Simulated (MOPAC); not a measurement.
# PM7 on CdS: a test of settings

Which settings matter? One reference run, then one change at a time; some changes are unwise on purpose.

Program: MOPAC 23.2.5. Level of theory: PM7, atoms fixed, no spin polarisation. These are calculated values, not measurements.

### 1 Starting point

It takes space group P6_3/mmc (No. 194, hexagonal). The conventional cell has a = 4.409 Å, b = 4.409 Å, c = 5.748 Å, α = 90.00°, β = 90.00°, γ = 120.00°. Around Cd (site symmetry -6m2) lie 5 S at 2.55 to 2.87 Å. S (site symmetry -6m2) has 5 Cd at 2.55 to 2.87 Å as nearest neighbours.

As a file:

```
CELL_PARAMETERS angstrom
4.40853 0.00000 0.00000
-2.20426 3.81790 0.00000
0.00000 0.00000 5.74812
ATOMIC_POSITIONS crystal
Cd 0.33333 0.66667 0.25000
Cd 0.66667 0.33333 0.75000
S 0.66667 0.33333 0.25000
S 0.33333 0.66667 0.75000
```

The structure type (flat hexagonal layers, h-BN or h-MgO type) is imposed and need not be the compound's stable one.

### 2 The reference run

The gap of PM6 and PM7 is a difference of Hartree-Fock-like orbital energies, with no screening; it often comes out too large, and it hangs on the parameters.

Input file run.mop:

```
PM7 1SCF GRADIENTS AUX(PRECISION=6) THREADS=1
crystal as a cluster of 3x3x2 conventional cells

Cd 0.000000 1 2.545266 1 1.437030 1
Cd 2.204265 1 1.272633 1 4.311089 1
S 2.204265 1 1.272633 1 1.437030 1
S 0.000000 1 2.545266 1 4.311089 1
Cd 0.000000 1 2.545266 1 7.185148 1
Cd 2.204265 1 1.272633 1 10.059207 1
S 2.204265 1 1.272633 1 7.185148 1
S 0.000000 1 2.545266 1 10.059207 1
Cd -2.204265 1 6.363164 1 1.437030 1
Cd 0.000000 1 5.090532 1 4.311089 1
S 0.000000 1 5.090532 1 1.437030 1
S -2.204265 1 6.363164 1 4.311089 1
Cd -2.204265 1 6.363164 1 7.185148 1
Cd 0.000000 1 5.090532 1 10.059207 1
S 0.000000 1 5.090532 1 7.185148 1
S -2.204265 1 6.363164 1 10.059207 1
Cd -4.408530 1 10.181063 1 1.437030 1
Cd -2.204265 1 8.908430 1 4.311089 1
S -2.204265 1 8.908430 1 1.437030 1
S -4.408530 1 10.181063 1 4.311089 1
Cd -4.408530 1 10.181063 1 7.185148 1
Cd -2.204265 1 8.908430 1 10.059207 1
S -2.204265 1 8.908430 1 7.185148 1
S -4.408530 1 10.181063 1 10.059207 1
Cd 4.408530 1 2.545266 1 1.437030 1
Cd 6.612794 1 1.272633 1 4.311089 1
S 6.612794 1 1.272633 1 1.437030 1
S 4.408530 1 2.545266 1 4.311089 1
Cd 4.408530 1 2.545266 1 7.185148 1
Cd 6.612794 1 1.272633 1 10.059207 1
S 6.612794 1 1.272633 1 7.185148 1
S 4.408530 1 2.545266 1 10.059207 1
Cd 2.204265 1 6.363164 1 1.437030 1
Cd 4.408530 1 5.090532 1 4.311089 1
S 4.408530 1 5.090532 1 1.437030 1
S 2.204265 1 6.363164 1 4.311089 1
Cd 2.204265 1 6.363164 1 7.185148 1
Cd 4.408530 1 5.090532 1 10.059207 1
S 4.408530 1 5.090532 1 7.185148 1
S 2.204265 1 6.363164 1 10.059207 1
Cd -0.000000 1 10.181063 1 1.437030 1
Cd 2.204265 1 8.908430 1 4.311089 1
S 2.204265 1 8.908430 1 1.437030 1
S -0.000000 1 10.181063 1 4.311089 1
Cd -0.000000 1 10.181063 1 7.185148 1
Cd 2.204265 1 8.908430 1 10.059207 1
S 2.204265 1 8.908430 1 7.185148 1
S -0.000000 1 10.181063 1 10.059207 1
Cd 8.817059 1 2.545266 1 1.437030 1
Cd 11.021324 1 1.272633 1 4.311089 1
S 11.021324 1 1.272633 1 1.437030 1
S 8.817059 1 2.545266 1 4.311089 1
Cd 8.817059 1 2.545266 1 7.185148 1
Cd 11.021324 1 1.272633 1 10.059207 1
S 11.021324 1 1.272633 1 7.185148 1
S 8.817059 1 2.545266 1 10.059207 1
Cd 6.612794 1 6.363164 1 1.437030 1
Cd 8.817059 1 5.090532 1 4.311089 1
S 8.817059 1 5.090532 1 1.437030 1
S 6.612794 1 6.363164 1 4.311089 1
Cd 6.612794 1 6.363164 1 7.185148 1
Cd 8.817059 1 5.090532 1 10.059207 1
S 8.817059 1 5.090532 1 7.185148 1
S 6.612794 1 6.363164 1 10.059207 1
Cd 4.408530 1 10.181063 1 1.437030 1
Cd 6.612794 1 8.908430 1 4.311089 1
S 6.612794 1 8.908430 1 1.437030 1
S 4.408530 1 10.181063 1 4.311089 1
Cd 4.408530 1 10.181063 1 7.185148 1
Cd 6.612794 1 8.908430 1 10.059207 1
S 6.612794 1 8.908430 1 7.185148 1
S 4.408530 1 10.181063 1 10.059207 1
Tv 13.225589 1 0.000000 1 0.000000 1
Tv -6.612794 1 11.453696 1 0.000000 1
Tv 0.000000 1 0.000000 1 11.496236 1
```

Started as:

```
> mopac run.mop
```

The program printed, shortened:

```text
[...]
           Empirical Formula: Cd36 S36  =    72 atoms
[...]
     SCF FIELD WAS ACHIEVED
[...]
                                                       MOPAC v23.2.5 Linux
          FINAL HEAT OF FORMATION =       -971.76775 KCAL/MOL =   -4065.87625 KJ/MOL
          H.o.F. per unit cell    =        -26.99355 KCAL, for 36 unit cells, unit cell = Cd1 S1
          GRADIENT NORM           =        297.82274          =       35.09875 PER ATOM
          IONIZATION POTENTIAL    =          8.939466 EV
          HOMO LUMO ENERGIES (EV) =         -8.939 -3.281
          NO. OF FILLED LEVELS    =        144
          MOLECULAR WEIGHT        =       5200.9200         POINT GROUP:  C2h
          VOLUME OF UNIT CELL     =       1741.471 CUBIC ANGSTROMS
          DENSITY                 =          4.959 GRAMS/CC
                              A   =         13.226 ANGSTROMS
                              B   =         13.226 ANGSTROMS
                              C   =         11.496 ANGSTROMS
[...]
                             CARTESIAN COORDINATES
   1   Cd        0.000000000     2.545266000     1.437030000
   2   Cd        2.204265000     1.272633000     4.311089000
   3    S        2.204265000     1.272633000     1.437030000
   4    S        0.000000000     2.545266000     4.311089000
   5   Cd        0.000000000     2.545266000     7.185148000
   6   Cd        2.204265000     1.272633000    10.059207000
   7    S        2.204265000     1.272633000     7.185148000
   8    S        0.000000000     2.545266000    10.059207000
   9   Cd       -2.204265000     6.363164000     1.437030000
  10   Cd        0.000000000     5.090532000     4.311089000
  11    S        0.000000000     5.090532000     1.437030000
  12    S       -2.204265000     6.363164000     4.311089000
  13   Cd       -2.204265000     6.363164000     7.185148000
[...]
              NET ATOMIC CHARGES AND DIPOLE CONTRIBUTIONS
  ATOM NO.   TYPE          CHARGE      No. of ELECS.   s-Pop       p-Pop       d-Pop
    1         Cd           0.483655        1.5163     0.55392     0.96242
    2         Cd           0.483656        1.5163     0.55393     0.96242
    3          S          -0.483612        6.4836     1.78738     4.67414     0.02209
    4          S          -0.483629        6.4836     1.78738     4.67416     0.02209
    5         Cd           0.483741        1.5163     0.55394     0.96232
    6         Cd           0.483741        1.5163     0.55394     0.96232
    7          S          -0.483785        6.4838     1.78739     4.67431     0.02209
    8          S          -0.483767        6.4838     1.78739     4.67429     0.02209
    9         Cd           0.483653        1.5163     0.55393     0.96242
   10         Cd           0.483654        1.5163     0.55393     0.96242
   11          S          -0.483610        6.4836     1.78738     4.67414     0.02209
   12          S          -0.483627        6.4836     1.78738     4.67415     0.02209
[...]
 * JOB ENDED NORMALLY *
[...]
```

Wall time 11 s (1 thread of Arm Neoverse V2, shared host); peak memory 0.061 GiB.

Gap 5.66 eV. The 72 atoms of the cluster fold only a few k-points onto the zone centre, so gap and energy may not be converged in the cluster's size.

### 3 Change: method = RM1

run.mop, as its differences from that of step 2:

```diff
@@ -1,2 +1,2 @@
-PM7 1SCF GRADIENTS AUX(PRECISION=6) THREADS=1
+RM1 1SCF GRADIENTS AUX(PRECISION=6) THREADS=1
 crystal as a cluster of 3x3x2 conventional cells
```

Started as:

```
> mopac run.mop
```

The program printed:

```text
[... start of the log left out ...]
    64         S          6.6128      6.3632     10.0592
    65        Cd          4.4085     10.1811      1.4370
    66        Cd          6.6128      8.9084      4.3111
    67         S          6.6128      8.9084      1.4370
    68         S          4.4085     10.1811      4.3111
    69        Cd          4.4085     10.1811      7.1851
    70        Cd          6.6128      8.9084     10.0592
    71         S          6.6128      8.9084      7.1851
    72         S          4.4085     10.1811     10.0592

  S: (RM1): G.B. ROCHA, R.O. FREIRE, A.M.SIMAS, J.J.P. STEWART, J. COMP. CHEM. 27, 1101 (2006)
 DATA ARE NOT AVAILABLE FOR ELEMENT NO. 48

          SOME ELEMENTS HAVE BEEN SPECIFIED FOR WHICH
          NO PARAMETERS ARE AVAILABLE.  CALCULATION STOPPED.

          Parameters for some elements are missing

           Empirical Formula: Cd36 S36  =    72 atoms

 ******************************************************************************
 *                                                                            *
 *     Error and normal termination messages reported in this calculation     *
 *                                                                            *
 * Parameters for some elements are missing                                   *
 * JOB ENDED NORMALLY                                                         *
 *                                                                            *
 ******************************************************************************

 TOTAL JOB TIME:             0.01 SECONDS

 == MOPAC DONE ==
```

It took 0.04 s on 1 thread of Arm Neoverse V2, shared host; peak memory 0.014 GiB.

The program refused the job: «Parameters for some elements are missing».

### 4 Change: method = PM6-D3H4

run.mop, as its differences from that of step 3:

```diff
@@ -1,2 +1,2 @@
-RM1 1SCF GRADIENTS AUX(PRECISION=6) THREADS=1
+PM6-D3H4 1SCF GRADIENTS AUX(PRECISION=6) THREADS=1
 crystal as a cluster of 3x3x2 conventional cells
```

Started as:

```
> mopac run.mop
```

The program printed, shortened:

```text
[...]
           Empirical Formula: Cd36 S36  =    72 atoms
[...]
     SCF FIELD WAS ACHIEVED
[...]
                                                       MOPAC v23.2.5 Linux
          FINAL HEAT OF FORMATION =      -2982.80514 KCAL/MOL =  -12480.05670 KJ/MOL
          H.o.F. per unit cell    =        -82.85570 KCAL, for 36 unit cells, unit cell = Cd1 S1
          GRADIENT NORM           =        233.97566          =       27.57430 PER ATOM
          IONIZATION POTENTIAL    =          6.671521 EV
          HOMO LUMO ENERGIES (EV) =         -6.672 -3.923
          NO. OF FILLED LEVELS    =        144
          MOLECULAR WEIGHT        =       5200.9200         POINT GROUP:  C2h
          VOLUME OF UNIT CELL     =       1741.471 CUBIC ANGSTROMS
          DENSITY                 =          4.959 GRAMS/CC
                              A   =         13.226 ANGSTROMS
                              B   =         13.226 ANGSTROMS
                              C   =         11.496 ANGSTROMS
[...]
              NET ATOMIC CHARGES AND DIPOLE CONTRIBUTIONS
  ATOM NO.   TYPE          CHARGE      No. of ELECS.   s-Pop       p-Pop       d-Pop
    1         Cd           1.005920        0.9941     0.68964     0.30444
    2         Cd           1.005882        0.9941     0.68963     0.30449
    3          S          -1.005666        7.0057     1.89689     5.09309     0.01569
    4          S          -1.005828        7.0058     1.89687     5.09328     0.01568
    5         Cd           1.005868        0.9941     0.68961     0.30453
    6         Cd           1.005835        0.9942     0.68964     0.30453
    7          S          -1.005934        7.0059     1.89686     5.09339     0.01569
    8          S          -1.005841        7.0058     1.89688     5.09328     0.01568
    9         Cd           1.006021        0.9940     0.68955     0.30443
   10         Cd           1.006044        0.9940     0.68952     0.30444
   11          S          -1.005873        7.0059     1.89686     5.09335     0.01566
   12          S          -1.006015        7.0060     1.89684     5.09350     0.01567
[...]
 * JOB ENDED NORMALLY *
[...]
```

It took 1.9 min on 1 thread of Arm Neoverse V2, shared host; peak memory 0.087 GiB.

Totals of another method or basis aren't compared here.

### 5 Change: method = PM6-ORG

run.mop, as its differences from that of step 4:

```diff
@@ -1,2 +1,2 @@
-PM6-D3H4 1SCF GRADIENTS AUX(PRECISION=6) THREADS=1
+PM6-ORG 1SCF GRADIENTS AUX(PRECISION=6) THREADS=1
 crystal as a cluster of 3x3x2 conventional cells
```

Started as:

```
> mopac run.mop
```

The program printed:

```text
[... start of the log left out ...]
    60         S          6.6128      6.3632      4.3111
    61        Cd          6.6128      6.3632      7.1851
    62        Cd          8.8171      5.0905     10.0592
    63         S          8.8171      5.0905      7.1851
    64         S          6.6128      6.3632     10.0592
    65        Cd          4.4085     10.1811      1.4370
    66        Cd          6.6128      8.9084      4.3111
    67         S          6.6128      8.9084      1.4370
    68         S          4.4085     10.1811      4.3111
    69        Cd          4.4085     10.1811      7.1851
    70        Cd          6.6128      8.9084     10.0592
    71         S          6.6128      8.9084      7.1851
    72         S          4.4085     10.1811     10.0592

          DATA ARE NOT AVAILABLE FOR ELEMENT NO. 48

          Parameters for some elements are missing

           Empirical Formula: Cd36 S36  =    72 atoms

 ******************************************************************************
 *                                                                            *
 *     Error and normal termination messages reported in this calculation     *
 *                                                                            *
 * Parameters for some elements are missing                                   *
 * JOB ENDED NORMALLY                                                         *
 *                                                                            *
 ******************************************************************************

 TOTAL JOB TIME:             0.00 SECONDS

 == MOPAC DONE ==
```

It took 0.04 s on 1 thread of Arm Neoverse V2, shared host; peak memory 0.014 GiB.

The program refused the job: «Parameters for some elements are missing».

### 6 Change: method = MNDO

run.mop, as its differences from that of step 5:

```diff
@@ -1,2 +1,2 @@
-PM6-ORG 1SCF GRADIENTS AUX(PRECISION=6) THREADS=1
+MNDO 1SCF GRADIENTS AUX(PRECISION=6) THREADS=1
 crystal as a cluster of 3x3x2 conventional cells
```

Started as:

```
> mopac run.mop
```

The program printed:

```text
[... start of the log left out ...]
    64         S          6.6128      6.3632     10.0592
    65        Cd          4.4085     10.1811      1.4370
    66        Cd          6.6128      8.9084      4.3111
    67         S          6.6128      8.9084      1.4370
    68         S          4.4085     10.1811      4.3111
    69        Cd          4.4085     10.1811      7.1851
    70        Cd          6.6128      8.9084     10.0592
    71         S          6.6128      8.9084      7.1851
    72         S          4.4085     10.1811     10.0592

  S: (MNDO): M.J.S.DEWAR, C.H. REYNOLDS, J. COMP. CHEM. 7, 140-143 (1986)
 DATA ARE NOT AVAILABLE FOR ELEMENT NO. 48

          SOME ELEMENTS HAVE BEEN SPECIFIED FOR WHICH
          NO PARAMETERS ARE AVAILABLE.  CALCULATION STOPPED.

          Parameters for some elements are missing

           Empirical Formula: Cd36 S36  =    72 atoms

 ******************************************************************************
 *                                                                            *
 *     Error and normal termination messages reported in this calculation     *
 *                                                                            *
 * Parameters for some elements are missing                                   *
 * JOB ENDED NORMALLY                                                         *
 *                                                                            *
 ******************************************************************************

 TOTAL JOB TIME:             0.00 SECONDS

 == MOPAC DONE ==
```

Run time: 0.04 s. Hardware: 1 thread of Arm Neoverse V2, shared host; peak memory 0.014 GiB.

The program refused the job: «Parameters for some elements are missing».

### 7 Change: CHARGE = 2

run.mop, as its differences from that of step 6:

```diff
@@ -1,2 +1,2 @@
-MNDO 1SCF GRADIENTS AUX(PRECISION=6) THREADS=1
+PM7 1SCF CHARGE=2 GRADIENTS AUX(PRECISION=6) THREADS=1
 crystal as a cluster of 3x3x2 conventional cells
```

Started as:

```
> mopac run.mop
```

The program printed:

```text
[... start of the log left out ...]
                              PM7 CALCULATION RESULTS

 *******************************************************************************
 *  PM7        - The PM7 Hamiltonian to be used
 *
 *
 *
 *                 CHARGE ON SYSTEM = +2
 *
 *
 *

          INFINITE SYSTEMS MUST HAVE A ZERO CHARGE ON THE UNIT CELL

          Unit cell has a charge. Correct fault and re-submit
 *
 *  Errors detected in keywords.  Job stopped here to avoid wasting time.
 *
 *******************************************************************************

 ******************************************************************************
 *                                                                            *
 *     Error and normal termination messages reported in this calculation     *
 *                                                                            *
 * Unit cell has a charge. Correct fault and re-submit                        *
 * JOB ENDED NORMALLY                                                         *
 *                                                                            *
 ******************************************************************************

 TOTAL JOB TIME:             0.00 SECONDS

 == MOPAC DONE ==
```

Wall time 0.04 s (1 thread of Arm Neoverse V2, shared host); peak memory 0.014 GiB.

The program refused the job: «Unit cell has a charge. Correct fault and re-submit».

### 8 Change: cluster = 1x1x1

Input file run.mop:

```
PM7 1SCF GRADIENTS AUX(PRECISION=6) THREADS=1
crystal as a cluster of 1x1x1 conventional cells

Cd 0.000000 1 2.545266 1 1.437030 1
Cd 2.204265 1 1.272633 1 4.311089 1
S 2.204265 1 1.272633 1 1.437030 1
S 0.000000 1 2.545266 1 4.311089 1
Tv 4.408530 1 0.000000 1 0.000000 1
Tv -2.204265 1 3.817899 1 0.000000 1
Tv 0.000000 1 0.000000 1 5.748118 1
```

Started as:

```
> mopac run.mop
```

The program printed:

```text
[... start of the log left out ...]
     2        Cd          2.2043      1.2726      4.3111
     3         S          2.2043      1.2726      1.4370
     4         S          0.0000      2.5453      4.3111

 General Reference for PM7:
 "Optimization of Parameters for Semiempirical Methods VI: More Modifications to the
 NDDO Approximations and Re-optimization of Parameters", J. J. P. Stewart, J. Mol. Mod., 1:32, 19 (2013)

           Empirical Formula: Cd2 S2  =     4 atoms

          Translation vector length 1:    4.409 Angstroms
          Translation vector length 2:    4.409 Angstroms
          Translation vector length 3:    5.748 Angstroms

          Distance between faces 2 and 3 is unreasonably small: 3.818 Angstroms, min: 4.000
          Distance between faces 1 and 3 is unreasonably small: 3.818 Angstroms, min: 4.000

          One or more translation vectors are unreasonably small
          To over-ride this safety check, add keyword 'GEO-OK'

 ******************************************************************************
 *                                                                            *
 *     Error and normal termination messages reported in this calculation     *
 *                                                                            *
 * One or more translation vectors are unreasonably small                     *
 * JOB ENDED NORMALLY                                                         *
 *                                                                            *
 ******************************************************************************

 TOTAL JOB TIME:             0.00 SECONDS

 == MOPAC DONE ==
```

It took 0.04 s on 1 thread of Arm Neoverse V2, shared host; peak memory 0.014 GiB.

The program refused the job.

### 9 Results

| change | ends | gap (eV) | energy (meV/atom) | pressure (GPa) | time |
| --- | --- | --- | --- | --- | --- |
| none | converged | 5.66 | 0 | – | 11 s |
| method = RM1 | refused | – | – | – | 0.04 s |
| method = PM6-D3H4 | converged | -2.91 | – | – | 1.9 min |
| method = PM6-ORG | refused | – | – | – | 0.04 s |
| method = MNDO | refused | – | – | – | 0.04 s |
| CHARGE = 2 | refused | – | – | – | 0.04 s |
| cluster = 1x1x1 | refused | – | – | – | 0.04 s |

The first row holds values, the others changes from it. Keys are the program's: temperature in eV (tblite) or K (CP2K), cutoffs in Ry, CUTOFP in Å. 5 of the 6 changes gave no result. The changed runs test settings; they are no properties of the crystal.
